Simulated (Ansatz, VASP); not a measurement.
# HfO2: VASP beside Ansatz

```xyz
3
Lattice="0.0000 2.5575 2.5575 2.5575 0.0000 2.5575 2.5575 2.5575 0.0000" Properties=species:S:1:pos:R:3 pbc="T T T"
Hf    0.0000    0.0000    0.0000
O     3.8363    3.8363    3.8363
O     1.2788    1.2788    1.2788
```

Measurements of this composition are mostly on another form, of space group No. 14.

Alike in both runs: functional BLYP; k mesh 9 × 9 × 9; occupations fermi-dirac, width 0.05 eV; no spin polarisation.

|  | VASP | Ansatz |
| --- | --- | --- |
| version | VASP 6.6.1 | Ansatz 0.2.0 |
| potentials or method | VASP PAW PBE potentials, release 64 (Hf_pv, O) | Ansatz PAW |
| plane-wave cutoff (eV) | 520 | 420 |
| valence electrons in the cell | 22 | 38 |
| task | single point | band structure |

|  | VASP | Ansatz | Ansatz less VASP |
| --- | --- | --- | --- |
| gap on the k mesh at the Fermi level (eV) | 3.89 | 3.89 | +0.005 |
| least direct gap on the mesh (eV) | 4.02 | 4.00 | -0.019 |
| pressure (GPa) | 1.1 | 4.0 | +2.85 |

With one functional, cell and mesh, what is left measures potentials, basis and numerics. The two sets of potentials don't hold the same shells in valence.

Caveats: spin-orbit coupling is left out, which moves the levels of the heavy elements; the PAW data sets were made with another functional, which shifts forces and pressure a little (VASP); an odd mesh through Γ misses points on the zone boundary, where band edges often lie (VASP); the k mesh misses the band edges, so the gap on the mesh is wider than the one along the path (Ansatz); the pressure holds a Pulay correction of +1.0 GPa for the finite cutoff (Ansatz); the PAW data sets come from PBE, with cores solved anew for the run's functional, which leaves a small shift of forces and pressure (Ansatz).
